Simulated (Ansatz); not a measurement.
## CoO in Ansatz: the effect of Hubbard term

CoO:

```xyz
2
Lattice="1.5055 0.8692 2.4399 -1.5055 0.8692 2.4399 0.0000 -1.7384 2.4399" Properties=species:S:1:pos:R:3 pbc="T T T"
Co    0.0000    0.0000    0.0000
O     0.0000    0.0000    3.6599
```

The cell is a database's computed one.

Alike in all runs:

```yaml
Program: Ansatz 0.2.0
Task: band structure
Functional: PBEsol
Potentials_or_basis: Ansatz PAW
Cutoff: "420 eV (not typed: the program's choice for these potentials)"
k_mesh: 11 × 11 × 11
Occupations: fermi-dirac, width 0.05 eV
Spin: collinear spin, ferromagnetic start
Starting_moments: "[2.0, 0.0] μB"
Path: "[[\"G\", \"L\", \"B1\"], [\"B\", \"Z\", \"G\", \"X\"], [\"Q\", \"F\", \"P1\", \"Z\"], [\"L\", \"P\"]]"
Points_for_each_segment_of_the_path: 14
Hubbard_projectors: ortho-atomic (the default)
Double_counting: fll (the default)
```

```csv
Hubbard term,gap on the mesh (eV),pressure (GPa)
none,none,-9.1
Co d U = 1 eV,none,-3.8
Co d U = 2 eV,0.34,-0.9
Co d U = 3 eV,0.93,0.7
Co d U = 4 eV,1.42,2.2
Co d U = 5 eV,1.55,3.6
Co d U = 6 eV,1.65,4.9
Co d U = 8 eV,?,?
```

Problem. What does the run with Hubbard term Co d U = 8 eV give?

Solution. gap on the mesh 1.79 eV; pressure 7.5 GPa.

Worked out: A parabola through the other rows of the pressure, of slope -1.16 GPa per eV there, extrapolates to 3.4 GPa, against the run's 7.5.

Caveats: a cell with one magnetic atom can't hold antiferromagnetic order, which such compounds often take; the PAW data sets come from PBE, with cores solved anew for the run's functional, which leaves a small shift of forces and pressure; the magnetic or orbital state may not be the lowest (some runs); semilocal functionals often make such compounds metallic where correlation or magnetic order opens a gap, which also shifts bond lengths (some runs).

A k mesh can miss the band edges.

A gap of «none» marks a metal or a gap under the smearing width.
